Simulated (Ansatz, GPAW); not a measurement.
# CN in line between two Na chains: relaxation, then transmission at several levels, part 3 of 3

How well does CN in line between two Na chains conduct once its atoms have relaxed, and how much do cheaper levels lose?

GPAW 26.7.0 and Ansatz 0.2.0; Ansatz plane waves; relaxation of the junction with the lead ends held; PAW set soft_1 (the session's first sound run).

So far, transmission at the Fermi level (one spin): step 3 (plane waves, PBE) 0.00314; step 4 (double-zeta polarised basis, PBE, GPAW) 0.00391; step 5 (GPAW, szp: basis = "szp(dzp)", PBE, GPAW) 0.00707. Also open channels of the lead at the Fermi level (one spin): step 3 1; step 4 1.

### Step 6. Minimal basis

Level of this step: GPAW LCAO, PAW setups; Landauer transmission from Green's functions with principal layers (ASE), zero bias (GPAW).

The minimal basis is the cheapest rung: no second zeta and no polarisation.

run.py reads:

```python
import json
import numpy as np
from ase import Atoms
from ase.transport.calculators import TransportCalculator
from gpaw import GPAW, FermiDirac
from gpaw.lcao.tools import get_lcao_hamiltonian
from scipy.linalg import eigh

# The junction with lead layers at both ends, along the third cell vector
device = Atoms(
    ['Na', 'Na', 'Na', 'Na', 'Na', 'Na', 'Na', 'C', 'N', 'Na', 'Na', 'Na', 'Na', 'Na', 'Na', 'Na'],
    positions=[
        [4.50000, 4.50000, 1.65000],
        [4.50000, 4.50000, 4.95000],
        [4.50000, 4.50000, 8.25000],
        [4.50000, 4.50000, 11.55000],
        [4.50000, 4.50000, 14.85000],
        [3.03097, 4.94753, 17.92733],
        [4.33225, 4.55104, 21.18303],
        [4.51290, 4.48998, 23.56333],
        [4.55140, 4.47885, 24.73465],
        [4.68668, 4.46899, 26.98741],
        [5.83359, 4.41913, 30.31101],
        [4.50000, 4.50000, 33.49430],
        [4.50000, 4.50000, 36.79430],
        [4.50000, 4.50000, 40.09430],
        [4.50000, 4.50000, 43.39430],
        [4.50000, 4.50000, 46.69430]],
    cell=[[9.0, 0.0, 0.0], [0.0, 9.0, 0.0], [0.0, 0.0, 48.3443]],
    pbc=True)

# One principal layer of the lead: the first 4 atoms of the device
lead = Atoms(
    ['Na', 'Na', 'Na', 'Na'],
    positions=[
        [4.50000, 4.50000, 1.65000],
        [4.50000, 4.50000, 4.95000],
        [4.50000, 4.50000, 8.25000],
        [4.50000, 4.50000, 11.55000]],
    cell=[[9.0, 0.0, 0.0], [0.0, 9.0, 0.0], [0.0, 0.0, 13.2]],
    pbc=True)

settings = dict(mode='lcao', basis='sz(dzp)', xc='PBE', h=0.18,
                occupations=FermiDirac(0.1), maxiter=250,
                mixer=dict(beta=0.1, nmaxold=8, weight=100.0),
                convergence=dict(density=0.0001))
energies = np.arange(-2, 2 + 1e-9, 0.025)
eta = 0.0001
n1, n2 = 1, 1
# k and -k transmit alike, so half of the mesh across the current serves
mesh = [(i, j) for i in range(n1) for j in range(n2) if (i, j) <= (-i % n1, -j % n2)]
weights = np.array([1 if (i, j) == (-i % n1, -j % n2) else 2 for i, j in mesh]) / (n1 * n2)

# [... helper functions left out ...]
fermi_lead = ground_state(lead, (1, 1, 9), 'lead.txt')
fermi_device = ground_state(device, (1, 1, 2), 'device.txt')
# [... loop over the mesh left out, but for ...]
        # Shift the lead onto the potential of the device's first layer
        shift = ((H[:, 0, 0] - H0[:, 0, 0]) / S0[0, 0]).real.mean()
# [...]
kT = 8.617333e-5 * 300
bias = [0.1, 0.2, 0.5, 1.0, 1.5, 2.0]
# [... integrals and printing left out ...]
```

The run is started by

```bash
$ OMP_NUM_THREADS=1 OPENBLAS_NUM_THREADS=1 python run.py
```

Numbers of over 12 decimals in the logs are rounded to 6 here.

The log of the run:

```text
basis functions: device 106, principal layer 28
Fermi level: lead -2.4843 eV, device -2.4334 eV; lead shifted by -0.0010 eV
largest coupling past the next layer 4.26e-12 eV, largest misfit of the first layer 0.098 eV
  E-E_F (eV)   T (one spin)  channels
    -2.000    1.2851e-14    0.0000
    -1.975    1.2766e-14    0.0000
    -1.950    1.2680e-14    0.0000
[...]
1.975    2.1696e-01    3.0000
     2.000    2.5317e-01    3.0000
conductance at 300 K: 0.01068 G0 a cell; thermopower 5.616 uV/K
current from the zero-bias T(E) at 0.1 V: 0.082635 uA
current from the zero-bias T(E) at 0.2 V: 0.16457 uA
current from the zero-bias T(E) at 0.5 V: 0.40007 uA
current from the zero-bias T(E) at 1.0 V: 0.74758 uA
current from the zero-bias T(E) at 1.5 V: 1.0707 uA
current from the zero-bias T(E) at 2.0 V: 1.3568 uA
```

Elapsed: 82 s, on 1 thread of Arm Neoverse V2, shared host; peak memory 2.3 GiB.

Numbers from this step:

| Property | Result |
| --- | --- |
| conductance | 0.01068 G₀ |
| thermopower | 5.616 μV/K |
| largest coupling past the next principal layer | 4.26e-12 eV |
| largest misfit of the first principal layer | 0.09767 eV |
| shift that aligns the lead | -0.001050 eV |
| basis functions of the junction | 106 |
| basis functions of a principal layer | 28 |
| transmission at the Fermi level (one spin) | 0.01072 |

One spin. Table of transmission, zone mean by energy, zero at the Fermi level:

energy (eV), transmission, zone mean and a bar:
```
   -2.000      0.000 
   -1.900      0.000 
   -1.800      0.000 
   -1.700      0.000 
   -1.600      0.000 
   -1.500      0.000 
   -1.400      0.000 
   -1.300      0.000 
   -1.200      0.000 
   -1.100      0.000 
   -1.000      0.000 
   -0.900      0.000 
   -0.800      0.006 #
   -0.700      0.006 #
   -0.600      0.007 #
   -0.500      0.008 #
   -0.400      0.009 #
   -0.300      0.010 #
   -0.200      0.011 #
   -0.100      0.011 #
    0.000      0.011 #
    0.100      0.010 #
    0.200      0.009 #
    0.300      0.008 #
    0.400      0.008 #
    0.500      0.009 #
    0.600      0.009 #
    0.700      0.010 #
    0.800      0.011 #
    0.900      0.013 ##
    1.000      0.015 ##
    1.100      0.016 ##
    1.200      0.018 ##
    1.300      0.021 ##
    1.400      0.023 ###
    1.500      0.025 ###
    1.550      0.025 ###
    1.600      0.024 ###
    1.700      0.005 #
    1.800      0.055 #######
    1.900      0.122 ##############
    2.000      0.253 ##############################
```

The conductance, 0.0107 G₀, lies 174 % above that of the dzp run.

### Step 7. LDA in the dzp basis: xc = "LDA"

Back in the dzp basis, the functional changes from PBE to LDA, to set the spread between functionals beside that between bases.

run.py: that of step 6 with these lines changed.

```diff
@@ -42,3 +42,3 @@
 
-settings = dict(mode='lcao', basis='sz(dzp)', xc='PBE', h=0.18,
+settings = dict(mode='lcao', basis='dzp', xc='LDA', h=0.18,
                 occupations=FermiDirac(0.1), maxiter=250,
```

The log of the run:

```text
basis functions: device 264, principal layer 68
Fermi level: lead -2.6221 eV, device -2.5697 eV; lead shifted by -0.0011 eV
largest coupling past the next layer 2.46e-11 eV, largest misfit of the first layer 0.077 eV
  E-E_F (eV)   T (one spin)  channels
    -2.000    1.6683e-11    0.0000
    -1.975    1.6647e-11    0.0000
    -1.950    1.6610e-11    0.0000
[...]
1.975    8.7869e-02    3.0000
     2.000    1.0946e-01    3.0000
conductance at 300 K: 0.0041547 G0 a cell; thermopower 6.292 uV/K
current from the zero-bias T(E) at 0.1 V: 0.032124 uA
current from the zero-bias T(E) at 0.2 V: 0.063849 uA
current from the zero-bias T(E) at 0.5 V: 0.15339 uA
current from the zero-bias T(E) at 1.0 V: 0.27813 uA
current from the zero-bias T(E) at 1.5 V: 0.39253 uA
current from the zero-bias T(E) at 2.0 V: 0.52542 uA
```

It took 2.1 min on 1 thread; peak memory 2.5 GiB.

This step gave:

```yaml
conductance: 0.004155 G₀
thermopower: 6.292 μV/K
largest_coupling_past_the_next_principal_layer: 2.46e-11 eV
largest_misfit_of_the_first_principal_layer: 0.07730 eV
shift_that_aligns_the_lead: -0.001061 eV
basis_functions_of_the_junction: 264
basis_functions_of_a_principal_layer: 68
transmission_at_the_fermi_level_one_spin: 0.004179
```

The conductance, 0.00415 G₀, lies 6.7 % above that of the dzp run.

### Step 8. The structure as built: geometry = "as built"

The dzp basis with PBE on the structure as first built shows what the relaxation was worth.

run.py: that of step 7 with these lines changed.

```diff
@@ -17,8 +17,8 @@
         [4.50000, 4.50000, 14.85000],
-        [3.03097, 4.94753, 17.92733],
-        [4.33225, 4.55104, 21.18303],
-        [4.51290, 4.48998, 23.56333],
-        [4.55140, 4.47885, 24.73465],
-        [4.68668, 4.46899, 26.98741],
-        [5.83359, 4.41913, 30.31101],
+        [4.50000, 4.50000, 18.15000],
+        [4.50000, 4.50000, 21.45000],
+        [4.50000, 4.50000, 23.59420],
+        [4.50000, 4.50000, 24.77420],
+        [4.50000, 4.50000, 26.89430],
+        [4.50000, 4.50000, 30.19430],
         [4.50000, 4.50000, 33.49430],
@@ -42,3 +42,3 @@
 
-settings = dict(mode='lcao', basis='dzp', xc='LDA', h=0.18,
+settings = dict(mode='lcao', basis='dzp', xc='PBE', h=0.18,
                 occupations=FermiDirac(0.1), maxiter=250,
```

The log of the run:

```text
basis functions: device 264, principal layer 68
Fermi level: lead -2.4843 eV, device -2.4464 eV; lead shifted by -0.0001 eV
largest coupling past the next layer 4.16e-12 eV, largest misfit of the first layer 0.074 eV
  E-E_F (eV)   T (one spin)  channels
    -2.000    4.8941e-11    0.0000
    -1.975    4.8792e-11    0.0000
    -1.950    4.8641e-11    0.0000
[...]
1.975    2.6412e-01    3.0000
     2.000    2.9829e-01    3.0000
conductance at 300 K: 0.0056431 G0 a cell; thermopower 7.554 uV/K
current from the zero-bias T(E) at 0.1 V: 0.043632 uA
current from the zero-bias T(E) at 0.2 V: 0.08673 uA
current from the zero-bias T(E) at 0.5 V: 0.20844 uA
current from the zero-bias T(E) at 1.0 V: 0.37919 uA
current from the zero-bias T(E) at 1.5 V: 0.56119 uA
current from the zero-bias T(E) at 2.0 V: 0.81912 uA
```

Elapsed: 2.5 min, on 1 thread; peak memory 2.5 GiB.

Numbers from this step:

```
conductance                                    : 0.005643 G₀
thermopower                                    : 7.554 μV/K
largest coupling past the next principal layer : 4.16e-12 eV
largest misfit of the first principal layer    : 0.07411 eV
shift that aligns the lead                     : -5.26e-5 eV
transmission at the Fermi level (one spin)     : 0.005676
```

One spin. Transmission, zone mean against energy, zero at the Fermi level:

```csv
energy (eV),"transmission, zone mean"
-2.000,4.9e-11
-1.900,4.8e-11
-1.800,4.8e-11
-1.700,4.7e-11
-1.600,4.6e-11
-1.500,4.5e-11
-1.400,4.4e-11
-1.300,4.3e-11
-1.200,4.1e-11
-1.100,3.7e-11
-1.000,2.5e-11
-0.900,1.7e-10
-0.825,0.152
-0.800,0.0318
-0.700,0.00657
-0.600,0.00530
-0.500,0.00521
-0.400,0.00539
-0.300,0.00575
-0.200,0.00609
-0.100,0.00611
0.000,0.00568
0.100,0.00496
0.200,0.00422
0.300,0.00361
0.400,0.00315
0.500,0.00281
0.600,0.00252
0.700,0.00226
0.800,0.00200
0.900,0.00173
1.000,0.00144
1.100,0.00116
1.200,8.8e-4
1.300,6.2e-4
1.400,3.8e-4
1.500,1.8e-4
1.600,4.7e-5
1.700,-6.4e-8
1.800,0.0429
1.900,0.163
2.000,0.298
```

The conductance, 0.00564 G₀, lies 45 % above that of the dzp run.

### Step 9. All levels side by side

Times are wall times on the hardware named with each run. Results by setting:

```csv
no.,run,conductance (G₀),time,memory (GiB)
1,pw PBE,0.003127,85 s,3.7
2,dzp,0.003894,2.5 min,2.5
3,szp,0.007040,1.8 min,2.4
4,sz,0.01068,82 s,2.3
5,dzp LDA,0.004155,2.1 min,2.5
6,asbuilt,0.005643,2.5 min,2.5
```

### Step 10. Comparison

The curves are compared point by point over the common energies.

This step: comparison of transmission and cost over codes, levels and geometry; PAW set soft_1 (GPAW 26.7.0).

Ladder, by row:

```csv
step,code,T at the Fermi level (sum over the listed spins),conductance (G0),r.m.s. T(E) from the first,wall time (s),peak memory (GiB),threads
pw-pbe,Ansatz,0.003141,0.003127,0,84.81,3.679,4
dzp,GPAW,0.003914,0.003894,0.005501,150.7,2.51,1
szp,GPAW,0.007068,0.00704,0.01098,109.6,2.4,1
sz,GPAW,0.01072,0.01068,0.02999,81.53,2.27,1
dzp-LDA,GPAW,0.004179,0.004155,0.007805,126.2,2.51,1
asbuilt,GPAW,0.005676,0.005643,0.03845,151.7,2.51,1
```

Transmission, zone mean, sum over the listed spins against energy, zero at the Fermi level:

```csv
energy (eV),pw-pbe,dzp,szp,sz,dzp-LDA,asbuilt
-2.000,0,1.7e-11,1.6e-11,1.3e-14,1.7e-11,4.9e-11
-1.800,0,1.7e-11,1.5e-11,1.2e-14,1.6e-11,4.8e-11
-1.600,0,1.6e-11,1.5e-11,1.1e-14,1.6e-11,4.6e-11
-1.400,0,1.6e-11,1.4e-11,1.1e-14,1.5e-11,4.4e-11
-1.200,0,1.4e-11,1.4e-11,9.9e-15,1.4e-11,4.1e-11
-1.000,0,7.7e-12,1.4e-11,6.5e-15,7.9e-12,2.5e-11
-0.800,6.7e-4,0.0113,0.00369,0.00605,0.0103,0.0318
-0.600,0.00167,0.00290,0.00453,0.00730,0.00281,0.00530
-0.400,0.00266,0.00358,0.00604,0.00927,0.00356,0.00539
-0.200,0.00335,0.00423,0.00738,0.0112,0.00433,0.00609
0.000,0.00314,0.00391,0.00707,0.0107,0.00418,0.00568
0.200,0.00245,0.00295,0.00584,0.00886,0.00325,0.00422
0.400,0.00200,0.00240,0.00546,0.00827,0.00268,0.00315
0.600,0.00185,0.00230,0.00616,0.00924,0.00262,0.00252
0.800,0.00179,0.00245,0.00782,0.0114,0.00287,0.00200
1.000,0.00165,0.00272,0.0103,0.0146,0.00331,0.00144
1.200,0.00133,0.00301,0.0136,0.0185,0.00386,8.8e-4
1.400,8.1e-4,0.00320,0.0171,0.0230,0.00436,3.8e-4
1.600,3.7e-4,0.00241,0.0166,0.0242,0.00354,4.7e-5
1.800,0.00722,0.0117,0.0228,0.0553,0.00760,0.0429
2.000,0.0578,0.0747,0.119,0.253,0.109,0.298
```

### Step 11. A varied run

One more run, with changed settings.

This step: GPAW LCAO, PAW setups; Landauer transmission from Green's functions with principal layers (ASE), zero bias (GPAW 26.7.0).

run.py: that of step 8 with these lines changed.

```diff
@@ -17,8 +17,8 @@
         [4.50000, 4.50000, 14.85000],
-        [4.50000, 4.50000, 18.15000],
-        [4.50000, 4.50000, 21.45000],
-        [4.50000, 4.50000, 23.59420],
-        [4.50000, 4.50000, 24.77420],
-        [4.50000, 4.50000, 26.89430],
-        [4.50000, 4.50000, 30.19430],
+        [3.03097, 4.94753, 17.92733],
+        [4.33225, 4.55104, 21.18303],
+        [4.51290, 4.48998, 23.56333],
+        [4.55140, 4.47885, 24.73465],
+        [4.68668, 4.46899, 26.98741],
+        [5.83359, 4.41913, 30.31101],
         [4.50000, 4.50000, 33.49430],
@@ -43,3 +43,3 @@
 settings = dict(mode='lcao', basis='dzp', xc='PBE', h=0.18,
-                occupations=FermiDirac(0.1), maxiter=250,
+                occupations=FermiDirac(1.0), maxiter=50,
                 mixer=dict(beta=0.1, nmaxold=8, weight=100.0),
```

The log of the run:

```text
basis functions: device 264, principal layer 68
Fermi level: lead -2.9739 eV, device -2.7778 eV; lead shifted by -0.1109 eV
largest coupling past the next layer 4.15e-12 eV, largest misfit of the first layer 0.069 eV
  E-E_F (eV)   T (one spin)  channels
    -2.000    2.1318e-11    0.0000
    -1.975    2.1295e-11    0.0000
    -1.950    2.1272e-11    0.0000
    -1.925    2.1248e-11    0.0000
    -1.900    2.1223e-11    0.0000
    -1.875    2.1198e-11    0.0000
    -1.850    2.1172e-11    0.0000
    -1.825    2.1145e-11    0.0000
    -1.800    2.1117e-11    0.0000
    -1.775    2.1089e-11    0.0000
    -1.750    2.1059e-11    0.0000
    -1.725    2.1029e-11    0.0000
    -1.700    2.0997e-11    0.0000
    -1.675    2.0965e-11    0.0000
    -1.650    2.0931e-11    0.0000
    -1.625    2.0896e-11    0.0000
[...]
1.825    1.5232e-03    1.0000
     1.850    1.0477e-03    1.0000
     1.875    4.9944e-04    1.0000
     1.900    4.6619e-05    1.0000
     1.925    3.3370e-04    1.0000
     1.950    4.1421e-03    1.0000
     1.975    9.2685e-03    3.0000
     2.000    1.1535e-02    3.0000
conductance at 300 K: 0.0025154 G0 a cell; thermopower 3.627 uV/K
current from the zero-bias T(E) at 0.1 V: 0.019484 uA
current from the zero-bias T(E) at 0.2 V: 0.038955 uA
current from the zero-bias T(E) at 0.5 V: 0.097165 uA
current from the zero-bias T(E) at 1.0 V: 0.18698 uA
current from the zero-bias T(E) at 1.5 V: 0.33174 uA
current from the zero-bias T(E) at 2.0 V: 0.37731 uA
```

Run time: 2.3 min. Hardware: 1 thread; peak memory 2.5 GiB.

The run finished. A setting was moved off its sound value on purpose, so it serves as a test and not as the result.

The fault put into the input: a smearing of electronvolts (width = 1.0).

The two runs compared:

```csv
quantity,this run,sound run,difference
conductance (G₀),0.0025154,0.0038944,-0.00138
thermopower (μV/K),3.6266,7.7361,-4.11
largest coupling past the next principal layer (eV),4.149e-12,4.162e-12,-1.3e-14
largest misfit of the first principal layer (eV),0.069488,0.084182,-0.0147
shift that aligns the lead (eV),-0.11089,-7.374e-4,-0.110
transmission at the Fermi level (one spin),0.0025178,0.0039142,-0.00140
```

One result that differs is the thermopower, 3.63 μV/K against 7.74 μV/K.

### Step 12. Outcome

| Quantity | Value |
| --- | --- |
| conductance | 0.00389 G₀ |
| transmission at the Fermi level, mean of the spins | 0.00391 |
| thermopower | 7.74 μV/K |
| open channels of the lead there | 1 |

**Reading.** In the dzp basis the junction conducts 0.00389 G₀ at 300 K, with T = 0.00391 a spin at the Fermi level; no smaller basis tried comes within 10 % of that conductance. Relaxation moved atoms by up to 1.6 Å and took the conductance from 0.00564 to 0.00389 G₀, as a ratio a smaller change than the step from dzp to the minimal basis. Plane waves (PBE) give T = 0.00314 there. The junction is in the tunnelling regime at the Fermi level. The positive thermopower says that the thermally weighted transmission is larger below the Fermi level, as for hole-like transport. Measured against the first run (pw-pbe), the nearest curve is that of dzp (r.m.s. 0.0055) and the farthest that of asbuilt (0.038). Over the compared runs wall time goes from 82 s (sz) to 152 s (asbuilt), on a shared host; the plane-wave run used 4 threads and the orbital runs 1. Moves of this size go well beyond a change of bond lengths: the free chain atoms or the scatterer took up a new arrangement, and the name in the title describes the start. The leads kept an estimated spacing and the cell its length, so the junction may be under some tension or compression. The run had no spin polarisation, so a magnetic state, which chains and small molecules with open shells often have, wasn't tested. An evenly spaced straight chain is an idealisation: free chains tend to dimerise, zigzag or, where a band edge lies near the Fermi level, turn magnetic. The currents use the zero-bias T(E) throughout, which holds only while the bias is small against the distance to the nearest feature.

[Logs are printed without paths, hosts, clocks, repeated set-up lines and the standing remarks that a program may print on its own settings, such as how far it seeks lower states.]

[Hosts, paths, dates, database ids (printed as entryN), source tags and the programs' standing remarks are cut or masked in the printed files.]
